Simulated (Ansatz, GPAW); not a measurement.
# Ballistic transport through butane-1,4-dithiol between two Pd chains, from relaxation to T(E), part 3 of 4

Wanted: T(E) of butane-1,4-dithiol between two Pd chains at a relaxed geometry in two programs, beside the unrelaxed structure.

GPAW 26.7.0 and Ansatz 0.2.0; Ansatz plane waves; relaxation of the junction with the lead ends held (the session's first sound run).

So far, open channels of the lead at the Fermi level (one spin): step 3 (plane-wave reference (PBE)) 4.

### Step 4. Double-zeta polarised basis

The script solves lead and junction separately, takes H and S in the orbital basis, and joins semi-infinite leads through their self-energies; the dzp basis is the working standard.

This step: GPAW LCAO, PAW setups; Landauer transmission from Green's functions with principal layers (ASE), zero bias (GPAW 26.7.0).

run.py reads:

```python
import json
import numpy as np
from ase import Atoms
from ase.transport.calculators import TransportCalculator
from gpaw import GPAW, FermiDirac
from gpaw.lcao.tools import get_lcao_hamiltonian
from scipy.linalg import eigh

# The junction with lead layers at both ends, along the third cell vector
device = Atoms(
    ['Pd', 'Pd', 'Pd', 'Pd', 'Pd', 'Pd', 'Pd', 'Pd', 'S', 'H', 'C', 'H', 'H', 'C', 'H', 'H', 'C', 'H', 'H', 'C', 'H', 'S', 'Pd', 'Pd', 'Pd', 'Pd', 'Pd', 'Pd', 'Pd', 'Pd'],
    positions=[
        [5.50063, 4.69117, 1.25000],
        [5.50063, 4.69117, 3.75000],
        [5.50063, 4.69117, 6.25000],
        [5.50063, 4.69117, 8.75000],
        [5.50063, 4.69117, 11.25000],
        [5.50063, 4.69117, 13.75000],
        [4.71894, 4.24919, 16.09382],
        [6.20872, 4.94890, 18.00439],
        [6.03377, 3.88966, 19.91366],
        [5.65812, 5.94086, 21.18636],
        [5.32560, 4.90052, 21.29170],
        [6.88259, 4.31648, 22.68318],
        [4.23019, 4.87763, 21.20495],
        [5.78249, 4.30879, 22.64208],
        [5.47527, 3.25246, 22.69366],
        [5.51986, 6.13164, 23.80550],
        [5.21301, 5.07521, 23.85752],
        [6.76513, 4.50884, 25.29592],
        [4.11291, 5.06721, 23.81638],
        [5.66982, 4.48444, 25.20829],
        [5.33834, 3.44376, 25.31421],
        [4.95846, 5.49718, 26.58298],
        [4.79329, 4.43558, 28.49084],
        [6.27976, 5.13426, 30.40451],
        [5.50063, 4.69117, 32.74907],
        [5.50063, 4.69117, 35.24907],
        [5.50063, 4.69117, 37.74907],
        [5.50063, 4.69117, 40.24907],
        [5.50063, 4.69117, 42.74907],
        [5.50063, 4.69117, 45.24907]],
    cell=[[11.00125, 0.0, 0.0], [0.0, 9.38235, 0.0], [0.0, 0.0, 46.49907]],
    pbc=True)

# One principal layer of the lead: the first 5 atoms of the device
lead = Atoms(
    ['Pd', 'Pd', 'Pd', 'Pd', 'Pd'],
    positions=[
        [5.50063, 4.69117, 1.25000],
        [5.50063, 4.69117, 3.75000],
        [5.50063, 4.69117, 6.25000],
        [5.50063, 4.69117, 8.75000],
        [5.50063, 4.69117, 11.25000]],
    cell=[[11.00125, 0.0, 0.0], [0.0, 9.38235, 0.0], [0.0, 0.0, 12.5]],
    pbc=True)

settings = dict(mode='lcao', basis='dzp', xc='PBE', h=0.2,
                occupations=FermiDirac(0.1), maxiter=250,
                mixer=dict(beta=0.1, nmaxold=8, weight=100.0),
                convergence=dict(density=0.0001))
energies = np.arange(-2, 2 + 1e-9, 0.025)
eta = 0.0001
n1, n2 = 1, 1
# k and -k transmit alike, so half of the mesh across the current serves
mesh = [(i, j) for i in range(n1) for j in range(n2) if (i, j) <= (-i % n1, -j % n2)]
weights = np.array([1 if (i, j) == (-i % n1, -j % n2) else 2 for i, j in mesh]) / (n1 * n2)

# [... helper functions left out ...]
fermi_lead = ground_state(lead, (1, 1, 9), 'lead.txt')
fermi_device = ground_state(device, (1, 1, 2), 'device.txt')
# [... loop over the mesh left out, but for ...]
        # Shift the lead onto the potential of the device's first layer
        shift = ((H[:, 0, 0] - H0[:, 0, 0]) / S0[0, 0]).real.mean()
# [...]
kT = 8.617333e-5 * 300
bias = [0.1, 0.2, 0.5, 1.0, 1.5, 2.0]
# [... integrals and printing left out ...]
```

Started as:

```sh
> OMP_NUM_THREADS=1 OPENBLAS_NUM_THREADS=1 python run.py
```

Numbers of over 12 decimals in the logs are rounded to 6 here.

The program printed:

```text
basis functions: device 550, principal layer 135
Fermi level: lead -4.2411 eV, device -4.0963 eV; lead shifted by -0.0032 eV
largest coupling past the next layer 1.07e-04 eV, largest misfit of the first layer 0.072 eV
  E-E_F (eV)   T (one spin)  [channel counts left out]
    -2.000    6.4322e-02
    -1.975    5.6334e-02
    -1.950    4.8468e-02
    -1.925    4.1312e-02
    -1.900    3.4983e-02
    -1.875    2.9703e-02
    -1.850    2.5217e-02
    -1.825    2.1428e-02
    -1.800    1.8229e-02
    -1.775    1.5541e-02
    -1.750    1.3312e-02
    -1.725    1.1500e-02
    -1.700    1.0060e-02
    -1.675    8.9435e-03
    -1.650    8.1039e-03
    -1.625    7.4918e-03
[...]
1.825    4.0781e-03
     1.850    4.0128e-03
     1.875    3.9532e-03
     1.900    3.8992e-03
     1.925    3.8506e-03
     1.950    3.8075e-03
     1.975    3.7699e-03
     2.000    3.7377e-03
conductance at 300 K: 0.042435 G0 a cell; thermopower -37.65 uV/K
current from the zero-bias T(E) at 0.1 V: 0.32402 uA
current from the zero-bias T(E) at 0.2 V: 0.6331 uA
current from the zero-bias T(E) at 0.5 V: 1.6899 uA
current from the zero-bias T(E) at 1.0 V: 3.0754 uA
current from the zero-bias T(E) at 1.5 V: 3.9894 uA
current from the zero-bias T(E) at 2.0 V: 4.4467 uA
```

Wall time 12 min (1 thread of Arm Neoverse N1, shared host); peak memory 2.3 GiB.

Numbers from this step:

| Item | Value |
| --- | --- |
| conductance | 0.04244 G₀ |
| largest coupling past the next principal layer | 1.07e-4 eV |
| largest misfit of the first principal layer | 0.07175 eV |
| shift that aligns the lead | -0.003193 eV |
| basis functions of the junction | 550 |
| basis functions of a principal layer | 135 |
| transmission at the Fermi level (one spin) | 0.04510 |

One spin. The transmission, zone mean by energy, zero at the Fermi level:

| energy (eV) | transmission, zone mean |
| --- | --- |
| -2.000 | 0.0643 |
| -1.900 | 0.0350 |
| -1.800 | 0.0182 |
| -1.700 | 0.0101 |
| -1.600 | 0.00708 |
| -1.500 | 0.00712 |
| -1.400 | 0.0110 |
| -1.300 | 0.0335 |
| -1.200 | 0.272 |
| -1.175 | 0.374 |
| -1.100 | 0.123 |
| -1.000 | 0.0212 |
| -0.900 | 0.00431 |
| -0.800 | 0.00189 |
| -0.700 | 0.00957 |
| -0.600 | 0.0392 |
| -0.500 | 0.00986 |
| -0.400 | 0.0196 |
| -0.300 | 0.0366 |
| -0.200 | 0.0391 |
| -0.100 | 0.0129 |
| 0.000 | 0.0451 |
| 0.100 | 0.0556 |
| 0.150 | 0.0698 |
| 0.200 | 0.0629 |
| 0.300 | 0.0538 |
| 0.400 | 0.0446 |
| 0.500 | 0.0360 |
| 0.600 | 0.0286 |
| 0.700 | 0.0227 |
| 0.800 | 0.0181 |
| 0.900 | 0.0146 |
| 1.000 | 0.0120 |
| 1.100 | 0.00998 |
| 1.200 | 0.00843 |
| 1.300 | 0.00722 |
| 1.400 | 0.00628 |
| 1.500 | 0.00553 |
| 1.600 | 0.00495 |
| 1.700 | 0.00449 |
| 1.800 | 0.00415 |
| 1.900 | 0.00390 |
| 2.000 | 0.00374 |

Not self-consistent under bias; the bias window is split evenly. Table of current through one cell, from the zero-bias transmission by bias:

| bias (V) | current through one cell, from the zero-bias transmission (μA) |
| --- | --- |
| 0.100 | 0.324 |
| 0.200 | 0.633 |
| 0.500 | 1.69 |
| 1.000 | 3.08 |
| 1.500 | 3.99 |
| 2.000 | 4.45 |

The transmission of the three most open eigenchannels by energy, zero at the Fermi level:

| energy (eV) | channel 1 | channel 2 | channel 3 |
| --- | --- | --- | --- |
| -2.000 | 0.0643 | 7.1e-6 | 2.6e-7 |
| -1.900 | 0.0349 | 3.4e-5 | 2.8e-7 |
| -1.800 | 0.0181 | 1.4e-4 | 2.9e-7 |
| -1.700 | 0.00974 | 3.2e-4 | 2.7e-7 |
| -1.600 | 0.00675 | 3.3e-4 | 2.3e-7 |
| -1.500 | 0.00687 | 2.5e-4 | 1.5e-7 |
| -1.400 | 0.0108 | 1.9e-4 | 5.1e-8 |
| -1.300 | 0.0333 | 1.8e-4 | 5.0e-10 |
| -1.200 | 0.272 | 1.8e-4 | 9.6e-9 |
| -1.100 | 0.123 | 1.6e-4 | 5.8e-10 |
| -1.000 | 0.0211 | 8.3e-5 | 2.0e-6 |
| -0.900 | 0.00428 | 3.0e-5 | 4.4e-6 |
| -0.800 | 0.00183 | 5.6e-5 | 3.9e-6 |
| -0.700 | 0.00931 | 2.6e-4 | 2.4e-6 |
| -0.600 | 0.0381 | 0.00106 | 1.2e-6 |
| -0.500 | 0.00951 | 3.5e-4 | 1.4e-7 |
| -0.400 | 0.0184 | 0.00118 | 8.1e-7 |
| -0.300 | 0.0366 | 2.0e-5 | 1.6e-6 |
| -0.200 | 0.0391 | 3.1e-5 | 4.2e-6 |
| -0.100 | 0.0125 | 3.5e-4 | 1.0e-6 |
| 0.000 | 0.0451 | 3.0e-6 | 1.4e-7 |
| 0.100 | 0.0556 | 1.1e-7 | 3.2e-8 |
| 0.200 | 0.0629 | 0 | 0 |
| 0.300 | 0.0538 | 0 | 0 |
| 0.400 | 0.0446 | 0 | 0 |
| 0.500 | 0.0360 | 0 | 0 |
| 0.600 | 0.0286 | 0 | 0 |
| 0.700 | 0.0227 | 0 | 0 |
| 0.800 | 0.0181 | 0 | 0 |
| 0.900 | 0.0146 | 0 | 0 |
| 1.000 | 0.0120 | 0 | 0 |
| 1.100 | 0.00998 | 0 | 0 |
| 1.200 | 0.00843 | 0 | 0 |
| 1.300 | 0.00722 | 0 | 0 |
| 1.400 | 0.00628 | 0 | 0 |
| 1.500 | 0.00553 | 0 | 0 |
| 1.600 | 0.00495 | 1.1e-12 | 0 |
| 1.700 | 0.00449 | 1.3e-12 | 0 |
| 1.800 | 0.00415 | 1.6e-12 | 0 |
| 1.900 | 0.00390 | 1.8e-12 | 0 |
| 2.000 | 0.00374 | 2.1e-12 | 0 |

At the Fermi level T is 0.0451 against 0.0457 in plane waves. Couplings past the next layer reach 1.1e-4 eV, small enough to drop; the matrix elements of the cell's first layer differ from the bulk lead's by up to 0.072 eV. That layer keeps its own values in the calculation, and only beyond it is the lead taken as perfect. The Fermi levels of lead and junction count from different zeros of potential, one for each periodic cell; with both set to zero, the small remaining shift is what aligns them. By hand: G = 0.04244 × 77.48 μS = 3.29 μS, a resistance of 304 kΩ; at 0.1 V a linear junction would pass 0.329 μA, and the integral over the bias window gives 0.324 μA.

### Step 5. Single-zeta polarised basis

The second zeta is dropped, the polarisation orbitals stay.

Edit run.py of step 4 so:

```diff
@@ -57,3 +57,3 @@
 
-settings = dict(mode='lcao', basis='dzp', xc='PBE', h=0.2,
+settings = dict(mode='lcao', basis='szp(dzp)', xc='PBE', h=0.2,
                 occupations=FermiDirac(0.1), maxiter=250,
```

The program printed:

```text
basis functions: device 326, principal layer 75
Fermi level: lead -4.4027 eV, device -4.3623 eV; lead shifted by -0.0015 eV
largest coupling past the next layer 1.09e-04 eV, largest misfit of the first layer 0.057 eV
  E-E_F (eV)   T (one spin)  [channel counts left out]
    -2.000    5.5384e-02
    -1.975    4.6447e-02
    -1.950    3.7892e-02
[...]
1.975    3.7109e-03
     2.000    3.6733e-03
conductance at 300 K: 0.046063 G0 a cell; thermopower -28.02 uV/K
current from the zero-bias T(E) at 0.1 V: 0.35475 uA
current from the zero-bias T(E) at 0.2 V: 0.69469 uA
current from the zero-bias T(E) at 0.5 V: 1.5878 uA
current from the zero-bias T(E) at 1.0 V: 2.6637 uA
current from the zero-bias T(E) at 1.5 V: 3.4113 uA
current from the zero-bias T(E) at 2.0 V: 3.6897 uA
```

Wall time 6.4 min (1 thread); peak memory 2.2 GiB.

This step gave:

| Quantity | Value |
| --- | --- |
| conductance | 0.04606 G₀ |
| largest coupling past the next principal layer | 1.09e-4 eV |
| largest misfit of the first principal layer | 0.05720 eV |
| shift that aligns the lead | -0.001458 eV |
| basis functions of the junction | 326 |
| basis functions of a principal layer | 75 |
| transmission at the Fermi level (one spin) | 0.04747 |

One spin. Transmission, zone mean against energy, zero at the Fermi level:

energy (eV), transmission, zone mean and a bar:
```
   -2.000      0.055 ######
   -1.900      0.024 ###
   -1.800      0.010 #
   -1.700      0.006 #
   -1.600      0.007 #
   -1.500      0.017 ##
   -1.400      0.116 #############
   -1.350      0.261 ##############################
   -1.300      0.118 #############
   -1.200      0.004 
   -1.100      0.002 
   -1.000      0.002 
   -0.900      0.001 
   -0.800      0.002 
   -0.700      0.010 #
   -0.600      0.034 ####
   -0.500      0.024 ###
   -0.400      0.028 ###
   -0.300      0.031 ###
   -0.200      0.042 #####
   -0.100      0.025 ###
    0.000      0.047 #####
    0.075      0.074 ########
    0.100      0.051 ######
    0.200      0.036 ####
    0.300      0.030 ###
    0.400      0.026 ###
    0.500      0.022 ##
    0.600      0.019 ##
    0.700      0.016 ##
    0.800      0.014 #
    0.900      0.011 #
    1.000      0.010 #
    1.100      0.008 #
    1.200      0.007 #
    1.300      0.007 #
    1.400      0.006 #
    1.500      0.005 
    1.600      0.005 
    1.700      0.004 
    1.800      0.004 
    1.900      0.004 
    2.000      0.004
```

The conductance, 0.0461 G₀, lies 8.5 % above that of the dzp run.

### Step 6. Minimal basis

One function for each valence shell of the setup, as for a first survey of a large system.

Edit run.py of step 5 so:

```diff
@@ -57,3 +57,3 @@
 
-settings = dict(mode='lcao', basis='szp(dzp)', xc='PBE', h=0.2,
+settings = dict(mode='lcao', basis='sz(dzp)', xc='PBE', h=0.2,
                 occupations=FermiDirac(0.1), maxiter=250,
```

The program printed:

```text
basis functions: device 224, principal layer 60
Fermi level: lead -4.4220 eV, device -4.3996 eV; lead shifted by -0.0012 eV
largest coupling past the next layer 1.08e-04 eV, largest misfit of the first layer 0.045 eV
  E-E_F (eV)   T (one spin)  channels
    -2.000    2.7933e-02    3.0000
    -1.975    2.2883e-02    3.0000
    -1.950    1.8500e-02    3.0000
[...]
1.975    2.9996e-03    1.0000
     2.000    2.9733e-03    1.0000
conductance at 300 K: 0.03186 G0 a cell; thermopower -32.6 uV/K
current from the zero-bias T(E) at 0.1 V: 0.24507 uA
current from the zero-bias T(E) at 0.2 V: 0.48094 uA
current from the zero-bias T(E) at 0.5 V: 1.1239 uA
current from the zero-bias T(E) at 1.0 V: 1.896 uA
current from the zero-bias T(E) at 1.5 V: 2.4148 uA
current from the zero-bias T(E) at 2.0 V: 2.6283 uA
```

Run time: 5.1 min. Hardware: 1 thread; peak memory 2.1 GiB.

Numbers from this step:

```yaml
conductance: 0.03186 G₀
largest_coupling_past_the_next_principal_layer: 1.08e-4 eV
largest_misfit_of_the_first_principal_layer: 0.04506 eV
shift_that_aligns_the_lead: -0.001223 eV
basis_functions_of_the_junction: 224
basis_functions_of_a_principal_layer: 60
transmission_at_the_fermi_level_one_spin: 0.03319
```

One spin. Table of transmission, zone mean by energy, zero at the Fermi level:

| energy (eV) | transmission, zone mean |
| --- | --- |
| -2.000 | 0.0279 |
| -1.900 | 0.0119 |
| -1.800 | 0.00524 |
| -1.700 | 0.00323 |
| -1.600 | 0.00313 |
| -1.500 | 0.00487 |
| -1.400 | 0.0148 |
| -1.300 | 0.125 |
| -1.275 | 0.181 |
| -1.200 | 0.0403 |
| -1.100 | 0.00332 |
| -1.000 | 0.00246 |
| -0.900 | 0.00107 |
| -0.800 | 0.00139 |
| -0.700 | 0.00551 |
| -0.600 | 0.0204 |
| -0.500 | 0.0182 |
| -0.400 | 0.0191 |
| -0.300 | 0.0160 |
| -0.200 | 0.0293 |
| -0.100 | 0.0147 |
| 0.000 | 0.0332 |
| 0.075 | 0.0514 |
| 0.100 | 0.0408 |
| 0.200 | 0.0282 |
| 0.300 | 0.0231 |
| 0.400 | 0.0198 |
| 0.500 | 0.0170 |
| 0.600 | 0.0145 |
| 0.700 | 0.0123 |
| 0.800 | 0.0104 |
| 0.900 | 0.00880 |
| 1.000 | 0.00753 |
| 1.100 | 0.00652 |
| 1.200 | 0.00571 |
| 1.300 | 0.00506 |
| 1.400 | 0.00454 |
| 1.500 | 0.00411 |
| 1.600 | 0.00376 |
| 1.700 | 0.00348 |
| 1.800 | 0.00326 |
| 1.900 | 0.00310 |
| 2.000 | 0.00297 |

The conductance, 0.0319 G₀, lies 25 % below that of the dzp run.

### Step 7. RPBE in the dzp basis: xc = "RPBE"

Back in the dzp basis, the functional changes from PBE to RPBE, to set the spread between functionals beside that between bases.

Edit run.py of step 6 so:

```diff
@@ -57,3 +57,3 @@
 
-settings = dict(mode='lcao', basis='sz(dzp)', xc='PBE', h=0.2,
+settings = dict(mode='lcao', basis='dzp', xc='RPBE', h=0.2,
                 occupations=FermiDirac(0.1), maxiter=250,
```

The program printed:

```text
basis functions: device 550, principal layer 135
Fermi level: lead -4.0868 eV, device -3.9598 eV; lead shifted by -0.0035 eV
largest coupling past the next layer 1.02e-04 eV, largest misfit of the first layer 0.070 eV
  E-E_F (eV)   T (one spin)  [channel counts left out]
    -2.000    7.0496e-02
    -1.975    6.1923e-02
    -1.950    5.3284e-02
[...]
1.975    3.7636e-03
     2.000    3.7275e-03
conductance at 300 K: 0.041226 G0 a cell; thermopower -35.14 uV/K
current from the zero-bias T(E) at 0.1 V: 0.31506 uA
current from the zero-bias T(E) at 0.2 V: 0.61758 uA
current from the zero-bias T(E) at 0.5 V: 1.6602 uA
current from the zero-bias T(E) at 1.0 V: 3.0179 uA
current from the zero-bias T(E) at 1.5 V: 3.9506 uA
current from the zero-bias T(E) at 2.0 V: 4.3891 uA
```

Wall time 12 min (1 thread); peak memory 2.3 GiB.

Numbers from this step:

```
conductance                                    : 0.04123 G₀
largest coupling past the next principal layer : 1.02e-4 eV
largest misfit of the first principal layer    : 0.06950 eV
shift that aligns the lead                     : -0.003454 eV
basis functions of the junction                : 550
basis functions of a principal layer           : 135
transmission at the Fermi level (one spin)     : 0.04360
```

One spin. The transmission, zone mean by energy, zero at the Fermi level:

| energy (eV) | transmission, zone mean |
| --- | --- |
| -2.000 | 0.0705 |
| -1.900 | 0.0383 |
| -1.800 | 0.0194 |
| -1.700 | 0.0103 |
| -1.600 | 0.00726 |
| -1.500 | 0.00748 |
| -1.400 | 0.0122 |
| -1.300 | 0.0416 |
| -1.200 | 0.335 |
| -1.175 | 0.390 |
| -1.100 | 0.0834 |
| -1.000 | 0.0169 |
| -0.900 | 0.00367 |
| -0.800 | 0.00193 |
| -0.700 | 0.0103 |
| -0.600 | 0.0388 |
| -0.500 | 0.0115 |
| -0.400 | 0.0186 |
| -0.300 | 0.0350 |
| -0.200 | 0.0400 |
| -0.100 | 0.0136 |
| 0.000 | 0.0436 |
| 0.100 | 0.0513 |
| 0.125 | 0.0715 |
| 0.200 | 0.0607 |
| 0.300 | 0.0518 |
| 0.400 | 0.0436 |
| 0.500 | 0.0357 |
| 0.600 | 0.0287 |
| 0.700 | 0.0229 |
| 0.800 | 0.0184 |
| 0.900 | 0.0149 |
| 1.000 | 0.0122 |
| 1.100 | 0.0102 |
| 1.200 | 0.00859 |
| 1.300 | 0.00735 |
| 1.400 | 0.00638 |
| 1.500 | 0.00561 |
| 1.600 | 0.00501 |
| 1.700 | 0.00454 |
| 1.800 | 0.00417 |
| 1.900 | 0.00391 |
| 2.000 | 0.00373 |

The conductance, 0.0412 G₀, lies 2.8 % below that of the dzp run.

### Step 8. Without the relaxation: geometry = "as built"

The dzp basis with PBE on the structure as first built shows what the relaxation was worth.

Edit run.py of step 7 so:

```diff
@@ -18,20 +18,20 @@
         [5.50063, 4.69117, 13.75000],
-        [4.71894, 4.24919, 16.09382],
-        [6.20872, 4.94890, 18.00439],
-        [6.03377, 3.88966, 19.91366],
-        [5.65812, 5.94086, 21.18636],
-        [5.32560, 4.90052, 21.29170],
-        [6.88259, 4.31648, 22.68318],
-        [4.23019, 4.87763, 21.20495],
-        [5.78249, 4.30879, 22.64208],
-        [5.47527, 3.25246, 22.69366],
-        [5.51986, 6.13164, 23.80550],
-        [5.21301, 5.07521, 23.85752],
-        [6.76513, 4.50884, 25.29592],
-        [4.11291, 5.06721, 23.81638],
-        [5.66982, 4.48444, 25.20829],
-        [5.33834, 3.44376, 25.31421],
-        [4.95846, 5.49718, 26.58298],
-        [4.79329, 4.43558, 28.49084],
-        [6.27976, 5.13426, 30.40451],
+        [5.50063, 4.69117, 16.25000],
+        [5.50063, 4.69117, 18.75000],
+        [3.89533, 3.90300, 20.32042],
+        [4.10531, 5.84167, 21.71800],
+        [4.10788, 4.76309, 21.90482],
+        [6.26319, 4.56692, 21.92834],
+        [3.25001, 4.52685, 22.54238],
+        [5.40933, 4.33487, 22.57747],
+        [5.40863, 3.25001, 22.74307],
+        [5.59264, 6.13235, 23.75599],
+        [5.59193, 5.04749, 23.92160],
+        [7.75125, 4.85550, 23.95669],
+        [4.73808, 4.81544, 24.57073],
+        [6.89338, 4.61926, 24.59426],
+        [6.89595, 3.54068, 24.78107],
+        [7.10592, 5.47935, 26.17865],
+        [5.50063, 4.69117, 27.74907],
+        [5.50063, 4.69117, 30.24907],
         [5.50063, 4.69117, 32.74907],
@@ -57,3 +57,3 @@
 
-settings = dict(mode='lcao', basis='dzp', xc='RPBE', h=0.2,
+settings = dict(mode='lcao', basis='dzp', xc='PBE', h=0.2,
                 occupations=FermiDirac(0.1), maxiter=250,
```

The program printed:

```text
basis functions: device 550, principal layer 135
Fermi level: lead -4.2411 eV, device -4.1260 eV; lead shifted by -0.0004 eV
largest coupling past the next layer 1.07e-04 eV, largest misfit of the first layer 0.010 eV
  E-E_F (eV)   T (one spin)  [channel counts left out]
    -2.000    1.0387e-01
    -1.975    1.0810e-01
    -1.950    1.1315e-01
[...]
1.975    1.2527e-05
     2.000    1.3396e-05
conductance at 300 K: 0.42298 G0 a cell; thermopower 30.82 uV/K
current from the zero-bias T(E) at 0.1 V: 3.2208 uA
current from the zero-bias T(E) at 0.2 V: 6.1244 uA
current from the zero-bias T(E) at 0.5 V: 12.957 uA
current from the zero-bias T(E) at 1.0 V: 18.36 uA
current from the zero-bias T(E) at 1.5 V: 19.148 uA
current from the zero-bias T(E) at 2.0 V: 19.941 uA
```

Run time: 12 min. Hardware: 1 thread; peak memory 2.3 GiB.

Numbers from this step:

```
conductance                                    : 0.4230 G₀
largest coupling past the next principal layer : 1.07e-4 eV
largest misfit of the first principal layer    : 0.01023 eV
shift that aligns the lead                     : -3.81e-4 eV
transmission at the Fermi level (one spin)     : 0.4438
```

One spin. Transmission, zone mean against energy, zero at the Fermi level:

energy (eV), transmission, zone mean and a bar:
```
   -2.000      0.104 #####
   -1.800      0.163 #########
   -1.600      0.244 #############
   -1.525      0.252 #############
   -1.400      0.228 ############
   -1.200      0.176 #########
   -1.000      0.038 ##
   -0.800      0.035 ##
   -0.600      0.036 ##
   -0.400      0.188 ##########
   -0.200      0.573 ##############################
   -0.175      0.574 ##############################
    0.000      0.444 #######################
    0.200      0.001 
    0.400      0.000 
    0.600      0.000 
    0.800      0.000 
    1.000      0.000 
    1.200      0.000 
    1.400      0.000 
    1.600      0.000 
    1.800      0.000 
    2.000      0.000
```

The conductance, 0.423 G₀, lies a factor of 10.0 above that of the dzp run.

### Step 9. Cost and result by level

Times are wall times on the hardware named with each run. Results by setting:

```csv
no.,run,conductance (G₀),time,memory (GiB)
1,pw PBE,0.04374,2.4 h,6.7
2,dzp,0.04244,12 min,2.3
3,szp,0.04606,6.4 min,2.2
4,sz,0.03186,5.1 min,2.1
5,dzp RPBE,0.04123,12 min,2.3
6,asbuilt,0.4230,12 min,2.3
```

(Part 3 of 4 ends here.)

[Logs are printed without paths, hosts, clocks, repeated set-up lines and the standing remarks that a program may print on its own settings, such as how far it seeks lower states.]

[Hosts, paths, dates, database ids (printed as entryN), source tags and the programs' standing remarks are cut or masked in the printed files.]
